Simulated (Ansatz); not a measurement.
**A decomposition energy, worked out: Al6N**

Computed with DFT PBE, scalar-relativistic, plane waves, PAW in Ansatz. All cells share a 420 eV cutoff and Γ-centred k meshes spaced about 0.3 Å⁻¹ or finer (0.25 for metals, 2π included). No spin polarisation.

Formation energies are uncorrected and refer to the elements' standard structures at the same level (N₂ as a molecule).

All energies are static (0 K, no zero-point motion).

A trial structure of Al6N (reached from: a cell proposed by chemical analogy; relaxed: space group P3m1 (No. 156), a = 2.984 Å, c = 27.878 Å) has a formation energy of -0.291 eV/atom. At its composition the lowest mixture among the elements and 1 reference phase computed alike (others may be missing) consists of these:

```json
{"phase": "Al (solid)", "source": "element", "ΔE_f (eV/atom)": "0.000"}
{"phase": "AlN (P6_3mc)", "source": "COD", "ΔE_f (eV/atom)": "-1.368"}
```

Question: Write the balanced decomposition and find its energy per atom, per formula unit and per mole of formula units.

Answer: Balancing Al and N gives Al6N → 5 Al + AlN. The left side holds 7 atoms, and the products take 5/7 (Al) and 2/7 (AlN) of them. The mixture therefore lies at 5/7 × (0.000) + 2/7 × (-1.368) = -0.391 eV/atom. The reaction energy is -0.391 − (-0.291) = -0.100 eV/atom. Times 7 atoms that is -0.700 eV per Al6N, and times 96.485 it is -68 kJ per mole of Al6N. Decomposition is downhill, so the trial structure is unstable against this mixture.
